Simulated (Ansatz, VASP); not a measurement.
**PbS: VASP beside Ansatz**

INCAR

```
SYSTEM = PbS
PREC = Accurate ; ENCUT = 520
EDIFF = 1E-6 ; ISMEAR = 0
SIGMA = 0.15 ; LREAL = .FALSE.
LASPH = .TRUE. ; NELM = 100
ALGO = Normal ; ISIF = 2
LWAVE = .FALSE. ; LCHARG = .TRUE.
GGA = CA ; LELF = .TRUE.
LVHAR = .TRUE. ; NBANDS = 17
```

Contents of KPOINTS:

```
regular mesh
0
G
  14 14 14
  0 0 0
```

POSCAR

```
PbS
1.0
    3.6536590000      0.0000000000      0.0000000000
    0.0000000000      3.6536590000      0.0000000000
    0.0000000000      0.0000000000      3.6536590000
Pb S
1 1
Direct
    0.0000000000      0.0000000000      0.0000000000
    0.5000000000      0.5000000000      0.5000000000
```

Input for Ansatz:

```yaml
crystal:
  lattice:
    - [3.653659, 0.0, 0.0]
    - [0.0, 3.653659, 0.0]
    - [0.0, 0.0, 3.653659]
  atoms:
    - { symbol: Pb, position: [0.0, 0.0, 0.0] }
    - { symbol: S, position: [0.5, 0.5, 0.5] }
basis:
  ecutwfc: 420
kpoints:
  mp_grid: { grid: [14, 14, 14] }
hamiltonian:
  xc: lda
scf:
  occupations: { method: gaussian, width: 0.15 }
output:
  forces: true
  stress: true
  eigenvalues: true
```

Measurements of this composition are mostly on another form, of space group No. 225.

Alike in both runs: task single point; functional LDA; k mesh 14 × 14 × 14; occupations gaussian, width 0.15 eV; no spin polarisation.

|  | VASP | Ansatz |
| --- | --- | --- |
| version | VASP 6.6.1 | Ansatz 0.2.0 |
| potentials or method | VASP PAW LDA potentials, release 64 (Pb_d, S) | scalar-relativistic, plane waves, PAW |
| plane-wave cutoff (eV) | 520 | 420 |
| valence electrons in the cell | 20 | 20 |

```tsv
	VASP	Ansatz	Ansatz less VASP
gap on the k mesh at the Fermi level (eV)	none	none	-
pressure (GPa)	-5.2	-5.2	-0.02
```

A gap of «none» marks a metal or a gap that the smearing closes.

Spin-orbit coupling is left out, which matters for the levels of Pb.
